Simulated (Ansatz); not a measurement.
## Mg2Zn3O5 (I4/mmm) at 2 levels of theory

One geometry, relaxed with PBE; plane waves with PAW potentials in Ansatz, scalar-relativistic. No spin polarisation. Gaps are the least over mesh and band path; pressure is positive in compression.

```cif
data_structure
_symmetry_space_group_name_H-M 'I4/mmm'
_symmetry_Int_Tables_number 139
_cell_length_a 3.0418
_cell_length_b 3.0418
_cell_length_c 21.5090
_cell_angle_alpha 90.000
_cell_angle_beta 90.000
_cell_angle_gamma 90.000
_cell_volume 199.02
loop_
_atom_site_label
_atom_site_type_symbol
_atom_site_symmetry_multiplicity
_atom_site_Wyckoff_symbol
_atom_site_fract_x
_atom_site_fract_y
_atom_site_fract_z
_atom_site_occupancy
Mg1 Mg 4 e 0.00000 0.00000 0.30011 1
Zn1 Zn 4 e 0.50000 0.50000 0.39922 1
Zn2 Zn 2 b 0.50000 0.50000 0.00000 1
O1 O 4 e 0.50000 0.50000 0.29865 1
O2 O 4 e 0.50000 0.50000 0.10133 1
O3 O 2 a 0.00000 0.00000 0.00000 1
```

```
level  cutoff (eV)    k mesh  gap (eV)  pressure (GPa)
  PBE          420  12×12×12      1.57             0.0
```

Task: What comes out on the same cell with r2SCAN?

Result:
| level | cutoff (eV) | k mesh | gap (eV) | pressure (GPa) |
| --- | --- | --- | --- | --- |
| r2SCAN | 500 | 12×12×12 | 2.19 | -6.7 |

The structure comes from a generated guess; another structure or a mixture of phases may lie lower.
